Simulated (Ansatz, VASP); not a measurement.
# YbSe: VASP beside Ansatz, part 2 of 2

Wanted: the spread between two codes on one cell, functional and k mesh. The two relaxations start from unlike cells of this crystal (the structure described is Ansatz's start), so only their ends are compared.

VASP 6.6.1 and Ansatz 0.2.0.

So far: Set-up; Ansatz: relaxation of cell and atoms, PBEsol.

### Step 3. VASP: relaxation of cell and atoms, PBEsol

Level of this step: PBEsol, no spin polarisation; plane waves and PAW (Yb, Se) (VASP).

Its own start cell and the same functional, mesh and smearing now go to VASP, with its own data sets.

Lines of VASP's logs that name or quote its potential files are left out, and so is its time.

File INCAR:

```
SYSTEM = YbSe
PREC = Accurate
ENCUT = 600
EDIFF = 1E-07
NELM = 200
ISMEAR = 0
SIGMA = 0.1
LREAL = .FALSE.
ALGO = Normal
GGA = PS
NBANDS = 21
LASPH = .TRUE.
LORBIT = 11
LWAVE = .FALSE.
LCHARG = .FALSE.
ISIF = 3
IBRION = 2
NSW = 80
EDIFFG = -0.005
GGA_COMPAT = .FALSE.
NELMIN = 4
LMAXMIX = 6
```

File POSCAR:

```
YbSe
1.0
    0.0000000000      2.8634430737      2.8634430737
    2.8634430737      0.0000000000      2.8634430737
    2.8634430737      2.8634430737      0.0000000000
Yb Se
1 1
Direct
    0.0000000000      0.0000000000      0.0000000000
    0.5000000000      0.5000000000      0.5000000000
```

File KPOINTS:

```
Automatic mesh
0
Gamma
10 10 10
0 0 0
```

Potentials, in the order of the species: Yb and Se (PBE family, release 64).

On the command line:

```sh
$ mpirun -np 1 vasp_std
```

Numbers of over 12 decimals in the logs are rounded to 6 here.

The log of the run:

```text
[banner, memory and clock lines left out]
running    1 mpi-ranks, on    1 nodes
 distrk:  each k-point on    1 cores,    1 groups
 distr:  one band on    1 cores,    1 groups

 POSCAR found type information on POSCAR YbSe
 POSCAR found :  2 types and       2 ions
|                                                                             |
|               ----> ADVICE to this user running VASP <----                  |
|                                                                             |
|     You enforced a specific xc type in the INCAR file but a different       |
|     [... a line on the potential file left out ...]
|     I HOPE YOU KNOW WHAT YOU ARE DOING!                                     |
|                                                                             |

 LDA part: xc-table for (Slater+PW92), standard interpolation
 POSCAR, INCAR and KPOINTS ok, starting setup
 FFT: planning ... GRIDC
 FFT: planning ... GRID_SOFT
 FFT: planning ... GRID
 WAVECAR not read
 entering main loop
       N       E                     dE             d eps       ncg     rms          rms(c)
DAV:   1     0.189731929291E+03    0.18973E+03   -0.12056E+04  2756   0.105E+04
DAV:   2     0.170486851296E+02   -0.17268E+03   -0.16247E+03  2634   0.833E+02
DAV:   3    -0.837761666286E+01   -0.25426E+02   -0.24963E+02  2937   0.162E+02
DAV:   4    -0.115723006813E+02   -0.31947E+01   -0.31713E+01  3754   0.417E+01
DAV:   5    -0.118957950802E+02   -0.32349E+00   -0.32254E+00  3204   0.139E+01    0.250E+01
DAV:   6    -0.120980705113E+02   -0.20228E+00   -0.49335E+00  2920   0.456E+01    0.247E+01
DAV:   7    -0.118526600744E+02    0.24541E+00   -0.68413E+00  2595   0.610E+01    0.152E+01
DAV:   8    -0.117700634108E+02    0.82597E-01   -0.60138E-01  3366   0.162E+01    0.239E+00
DAV:   9    -0.117684126657E+02    0.16507E-02   -0.36617E-01  3130   0.149E+01    0.470E+00
DAV:  10    -0.117745864135E+02   -0.61737E-02   -0.29889E-02  3394   0.122E+00    0.508E+00
DAV:  11    -0.117774036191E+02   -0.28172E-02   -0.21533E-03  3847   0.585E-01    0.577E+00
DAV:  12    -0.117533653858E+02    0.24038E-01   -0.14377E-01  2469   0.881E+00    0.108E+00
DAV:  13    -0.117529246062E+02    0.44078E-03   -0.87747E-03  3866   0.133E+00    0.530E-01
DAV:  14    -0.117529726719E+02   -0.48066E-04   -0.54167E-04  3220   0.145E-01    0.418E-01
DAV:  15    -0.117530154359E+02   -0.42764E-04   -0.26128E-04  3259   0.383E-01    0.343E-01
DAV:  16    -0.117529793798E+02    0.36056E-04   -0.12930E-04  3116   0.273E-01    0.263E-01
DAV:  17    -0.117529771040E+02    0.22758E-05   -0.47651E-06  3535   0.229E-02    0.226E-01
DAV:  18    -0.117529762897E+02    0.81429E-06   -0.66247E-07  3150   0.112E-02    0.200E-01
DAV:  19    -0.117529747795E+02    0.15102E-05   -0.12059E-06  3148   0.227E-02    0.952E-02
DAV:  20    -0.117529741253E+02    0.65420E-06   -0.14509E-06  3084   0.201E-02    0.549E-02
DAV:  21    -0.117529740603E+02    0.65024E-07   -0.11567E-07  1895   0.721E-03
   1 F= -.11752974E+02 E0= -.11750259E+02  d E =-.117530E+02
 curvature:   0.00 expect dE= 0.000E+00 dE for cont linesearch  0.000E+00
 trial: gam= 0.00000 g(F)=  0.647E-61 g(S)=  0.169E-03 ort = 0.000E+00 (trialstep = 0.100E+01)
 search vector abs. value=  0.169E-03
 bond charge predicted
       N       E                     dE             d eps       ncg     rms          rms(c)
DAV:   1    -0.117811282655E+02   -0.28154E-01   -0.21651E-01  2923   0.829E+00    0.491E+00
DAV:   2    -0.119259696897E+02   -0.14484E+00   -0.24758E+00  2399   0.405E+01    0.966E+00
DAV:   3    -0.117532369680E+02    0.17273E+00   -0.93124E-01  2554   0.302E+01    0.136E+00
DAV:   4    -0.117538049943E+02   -0.56803E-03   -0.58403E-03  2773   0.721E-01    0.100E+00
DAV:   5    -0.117531842870E+02    0.62071E-03   -0.11335E-02  3046   0.253E+00    0.188E-01
DAV:   6    -0.117529540561E+02    0.23023E-03   -0.46149E-03  3394   0.145E+00    0.445E-01
DAV:   7    -0.117529392129E+02    0.14843E-04   -0.35766E-04  3045   0.416E-01    0.296E-01
DAV:   8    -0.117529664086E+02   -0.27196E-04   -0.30229E-05  3853   0.496E-02    0.255E-01
DAV:   9    -0.117529851400E+02   -0.18731E-04   -0.48907E-05  3242   0.161E-01    0.794E-02
DAV:  10    -0.117529857665E+02   -0.62648E-06   -0.39771E-06  3173   0.140E-02    0.498E-02
DAV:  11    -0.117529829712E+02    0.27952E-05   -0.68127E-06  2769   0.583E-02    0.272E-02
DAV:  12    -0.117529825141E+02    0.45709E-06   -0.45388E-07  2376   0.138E-02    0.884E-03
DAV:  13    -0.117529821097E+02    0.40443E-06   -0.21140E-06  2491   0.321E-02    0.738E-03
DAV:  14    -0.117529821103E+02   -0.64847E-09   -0.20839E-07  1893   0.827E-03
   2 F= -.11752982E+02 E0= -.11750263E+02  d E =-.805004E-05
 trial-energy change:   -0.000008  1 .order   -0.000012   -0.000169    0.000145
 step:   0.5192(harm=  0.5386)  dis= 0.00000  next Energy=   -11.753017 (dE=-0.433E-04)
 bond charge predicted
       N       E                     dE             d eps       ncg     rms          rms(c)
DAV:   1    -0.117592538621E+02   -0.62718E-02   -0.46144E-02  2894   0.399E+00    0.201E+00
DAV:   2    -0.117944645528E+02   -0.35211E-01   -0.57575E-01  2433   0.176E+01    0.497E+00
DAV:   3    -0.117540528446E+02    0.40412E-01   -0.44355E-01  2517   0.154E+01    0.710E-01
DAV:   4    -0.117530821908E+02    0.97065E-03   -0.49440E-03  3163   0.160E+00    0.167E-01
DAV:   5    -0.117529880662E+02    0.94125E-04   -0.64290E-04  3820   0.445E-01    0.159E-01
DAV:   6    -0.117529897111E+02   -0.16449E-05   -0.11200E-04  3613   0.216E-01    0.219E-01
DAV:   7    -0.117530139799E+02   -0.24269E-04   -0.16026E-04  3572   0.973E-02    0.428E-02
DAV:   8    -0.117530069535E+02    0.70265E-05   -0.35112E-05  2960   0.114E-01    0.337E-02
DAV:   9    -0.117530051145E+02    0.18390E-05   -0.73439E-06  3458   0.537E-02    0.378E-02
DAV:  10    -0.117530051342E+02   -0.19750E-07   -0.16353E-06  3338   0.279E-02    0.554E-03
DAV:  11    -0.117530051303E+02    0.39599E-08   -0.17170E-07  2410   0.359E-03
   3 F= -.11753005E+02 E0= -.11750287E+02  d E =-.310699E-04
 curvature:  -0.27 expect dE=-0.179E-06 dE for cont linesearch -0.179E-06
 trial: gam=-0.05876 g(F)=  0.729E-63 g(S)=  0.665E-06 ort = 0.106E-04 (trialstep = 0.904E+00)
 search vector abs. value=  0.271E-08
 reached required accuracy - stopping structural energy minimisation
```

From OUTCAR (step 3):

```text
ion  position               nearest neighbor table
   1  0.000  0.000  0.000-   2 2.86   2 2.86   2 2.86   2 2.86   2 2.86   2 2.86
   2  0.500  0.500  0.500-   1 2.86   1 2.86   1 2.86   1 2.86   1 2.86   1 2.86

  LATTYP: Found a face centered cubic cell.
 ALAT       =     5.7268861474

 Subroutine GETGRP returns: Found 48 space group operations
 (whereof 48 operations were pure point group operations)

The static configuration has the point symmetry O_h .

 Found     47 irreducible k-points:

   k-points           NKPTS =     47   k-points in BZ     NKDIM =     47   number of bands    NBANDS=     21

   dimension x,y,z NGX =    32 NGY =   32 NGZ =   32
   dimension x,y,z NGXF=    64 NGYF=   64 NGZF=   64

   ENCUT  =  600.0 eV  44.10 Ry    6.64 a.u.   8.09  8.09  8.09*2*pi/ulx,y,z

   NELECT =      30.0000    total number of electrons

 k-points in reciprocal lattice and weights: Automatic mesh
   0.00000000  0.00000000  0.00000000       0.001
   0.10000000  0.00000000  0.00000000       0.008
   0.20000000  0.00000000  0.00000000       0.008
   0.30000000  0.00000000  0.00000000       0.008
   0.40000000  0.00000000  0.00000000       0.008
   0.50000000  0.00000000  0.00000000       0.004
   0.10000000  0.10000000  0.00000000       0.006
   0.20000000  0.10000000  0.00000000       0.024
   0.30000000  0.10000000  0.00000000       0.024
[...]
-0.30000000  0.40000000  0.20000000       0.024
  -0.30000000  0.50000000  0.20000000       0.012

 average (electrostatic) potential at core
       1 -32.5590       2 -54.5320

 E-fermi :   4.1847

 k-point     1 :       0.0000    0.0000    0.0000
  band No.  band energies     occupation
    ...
      8       1.7947      2.00000
      9       3.8194      2.00000
     10       3.9254      1.99975
     11       3.9254      1.99975
     12       3.9254      1.99975
     13       4.2531      0.33312
     14       4.2531      0.33312
     15       4.2531      0.33312
     16       5.3141      0.00000
     17       5.6826      0.00000
    ...

 k-point     2 :       0.1000    0.0000    0.0000
  band No.  band energies     occupation
    ...
     11       3.9119      1.99989
     12       3.9257      1.99975
     13       4.0801      1.86072
     14       4.1433      1.44161
     15       4.1433      1.44161
     16       5.5849      0.00000
     17       5.9036      0.00000
     18       5.9036      0.00000
     19       6.2643      0.00000
     20       7.1485      0.00000
    ...

 k-point     3 :       0.2000    0.0000    0.0000
  band No.  band energies     occupation
    ...
     11       3.8828      1.99998
     12       3.9265      1.99974
     13       3.9622      1.99835
     14       4.0006      1.99074
     15       4.0006      1.99074
     16       5.7183      0.00000
     17       6.4459      0.00000
     18       6.4459      0.00000
     19       7.7242      0.00000
     20       8.2410      0.00000
    ...

  Total       -0.0030304     -0.0030304     -0.0030304      0.0000000     -0.0000000      0.0000000
  in kB       -0.1035872     -0.1035872     -0.1035872      0.0000000     -0.0000000      0.0000000
  external PRESSURE =      -0.1035872 kB  Pullay stress =       0.0000000 kB

  energy-cutoff  :      600.00
  volume of cell :       46.87
      direct lattice vectors                 reciprocal lattice vectors
    -0.000000000  2.861709481  2.861709481    -0.174720741  0.174720741  0.174720741
     2.861709481  0.000000000  2.861709481     0.174720741 -0.174720741  0.174720741
     2.861709481  2.861709481  0.000000000     0.174720741  0.174720741 -0.174720741

 POSITION                                       TOTAL-FORCE (eV/Angst)
 -----------------------------------------------------------------------------------
     -0.00000      0.00000      0.00000         0.000000     -0.000000      0.000000
      2.86171      2.86171      2.86171         0.000000      0.000000     -0.000000
 -----------------------------------------------------------------------------------
    total drift:                                0.000000     -0.000000     -0.000000

  FREE ENERGIE OF THE ION-ELECTRON SYSTEM (eV)
  ---------------------------------------------------
  free  energy   TOTEN  =       -11.7530051303 eV

  energy  without entropy=      -11.7475692458  energy(sigma->0) =      -11.75028719

 reached required accuracy - stopping structural energy minimisation

 total charge
# of ion       s       p       d       f       tot
--------------------------------------------------
    1        2.111   6.045   0.421  13.618  22.196
    2        1.430   2.489   0.028   0.000   3.947
--------------------------------------------------
tot          3.542   8.534   0.450  13.618  26.143

[... 3 further parts left out ...]
```

This run has no spin polarisation, so a moment on Yb, if there is one, isn't seen. Without U or exact exchange, f electrons of an open shell come out too delocalised. The PAW data sets were made with PBE, which is usual practice but a small mismatch for other functionals. The run keeps the 48 symmetry operations of its start, so it cannot find a distortion of lower symmetry.

### Step 4. Comparison

Known differences besides the potentials themselves: the data sets hold 40 valence electrons in Ansatz (on its default PAW (the set named soft_2) files) and 30 in VASP; the cutoff is 420 eV in Ansatz and 600 eV in VASP; Ansatz makes its cores anew for this functional, VASP keeps those of its PBE data sets; Ansatz adds a Pulay correction to the stress that steers its cell, VASP none. Total energies have different zeros and are not compared.

Both answers:

```
                                         quantity  Ansatz   VASP  difference
                                      volume (Å³)   47.02  46.87     +0.31 %
edge a after relaxation, in the typed setting (Å)   4.051  4.047     +0.10 %
```

### Step 5. Outcome

- difference in volume (relaxation of cell and atoms, PBEsol): 0.31 %

The difference in volume is 0.31 % (relaxation of cell and atoms, PBEsol), within the 1.2 % picked in this series as the mark of a large difference, as far as the stopping tolerances let one tell. The data sets hold unlike numbers of valence electrons (40 in Ansatz and 30 in VASP), so part of the differences comes from the potentials. How closely two codes agree says nothing of how well the functional describes the real material.

[Lines on the potential files, build, host, timing and source positions are cut from VASP's logs without a mark.]

[Logs are printed without paths, hosts, clocks, repeated set-up lines and the standing remarks that a program may print on its own settings, such as how far it seeks lower states.]

[Hosts, paths, dates, database ids (printed as entryN), source tags and the programs' standing remarks are cut or masked in the printed files.]
